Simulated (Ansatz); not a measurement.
# W: the cost of one run

Computed with Ansatz 0.2.0 (DFT PBE, scalar-relativistic, plane waves, PAW, unless a step's input says otherwise).

The COD cell was measured well above room temperature, so it is larger than a cold one.

5 further runs of the same task are left out: 5 set aside as unsound or not needed.

### Step 1. The system as given

It takes space group Im-3m (No. 229, cubic). Conventional cell: a = 3.184 Å, b = 3.184 Å, c = 3.184 Å, α = 90.00°, β = 90.00°, γ = 90.00°. W (site symmetry m-3m) is surrounded by 8 W at 2.76 Å.

As a file:

```xyz
4
Lattice="-1.5918 1.5918 -1.5918 -1.5918 -1.5918 1.5918 0.0000 6.3671 6.3671" Properties=species:S:1:pos:R:3 pbc="T T T"
W     0.0000    0.0000    0.0000
W    -1.5918    1.5918    1.5918
W     0.0000    3.1836    3.1836
W    -1.5918    4.7753    4.7753
```

It is built from the cell relaxed beforehand with the same method (16.13 Å³/atom).

### Step 2. The reference cell

The cell is repeated 4 times, 4 atoms in all. Reference values: F = -41539.2995 eV; pressure 0.09 GPa; largest force 0.000 eV/Å; gap on the mesh none (metal). It was computed beforehand with the settings of the runs below.

### Step 3. The scan: sliding across a plane

The cut lies on the cell's a–b face, a (0 1 1) plane of area 7.17 Å², between layers 2.25 Å apart (W below, W above); the cell is 9.0 Å thick. Vector c is tilted by f times 1·a + 1·b (length 3.184 Å) with the atoms' Cartesian places fixed: one unrelaxed fault per cell.

### Step 4. f = 0.200

Contents of input.yaml:

```yaml
crystal:
  lattice:
    - [-1.5917793224, 1.5917793224, -1.5917793224]
    - [-1.5917793224, -1.5917793224, 1.5917793224]
    - [-0.636711729, 6.3671172897, 6.3671172897]
  atoms:
    - { symbol: W, position: [-0.175, -0.175, 0.875] }
    - { symbol: W, position: [0.475, 0.475, 0.125] }
    - { symbol: W, position: [-0.075, -0.075, 0.375] }
    - { symbol: W, position: [0.375, 0.375, 0.625] }
basis:
  ecutwfc: 420
kpoints:
  mp_grid: { grid: [22, 22, 7] }
hamiltonian:
  xc: pbe
scf:
  occupations: { method: gaussian, width: 0.15 }
output:
  forces: true
  stress: true
  eigenvalues: true
```

Command:

```bash
> ansatz run input.yaml --threads 2 --pin off --max-ram 5120MiB --backend cpu --events-out ev --progress --plain --runs-dir out
```

What time and memory should one allow on 2 threads of AMD EPYC 7R32 (Zen 2), shared host?

About 29 s, with a peak of 1.4 GiB.
